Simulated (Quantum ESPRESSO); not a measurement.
FeO (Wuestite): equation of state with PBEsol

FeO (Wuestite):

```
CELL_PARAMETERS angstrom
1.51882 0.87689 2.51958
-1.51882 0.87689 2.51958
0.00000 -1.75378 2.51958
ATOMIC_POSITIONS crystal
Fe 0.00000 0.00000 0.00000
O 0.50000 0.50000 0.50000
```

```yaml
Program: Quantum ESPRESSO 7.5
Task: equation of state
Functional: PBEsol
Potentials_or_basis: GBRV 1.5 PBEsol
Cutoff: 762 eV
Density_cutoff: 6095 eV
k_mesh: 11 × 11 × 11
Occupations: fermi-dirac, width 0.05 eV
Spin: collinear spin, ferromagnetic start
Starting_moments: "[3.0, 0.0] μB"
Mixing_beta: 0.3
Most_SCF_iterations: 120
SCF_threshold: 4e-10 Ry
```

```json
{
 "Equilibrium volume": "9.58 Å³/atom",
 "Bulk modulus at fixed shape and positions": "209 GPa",
 "Pressure derivative of the bulk modulus": "4.5"
}
```

Energy against volume, from the lowest point:
| volume (Å³/atom) | energy (meV/atom) |
| --- | --- |
| 9.463 | 0.51 |
| 9.664 | 0.00 |
| 9.866 | 4.74 |
| 10.067 | 14.19 |
| 10.268 | 27.81 |
| 10.470 | 45.16 |
| 10.671 | 65.83 |

All runs of the series together: 5.6 min on 2 threads of Arm Neoverse V2, with other jobs on the host.

The cell as given is a measured one (10.07 Å³/atom); PBEsol puts the equilibrium volume -4.8 % from it, thermal expansion not counted.

Caveat: the cell was scaled at fixed shape and fractional positions, which overstates the stiffness of a crystal with free parameters, most of all of layers and chains.
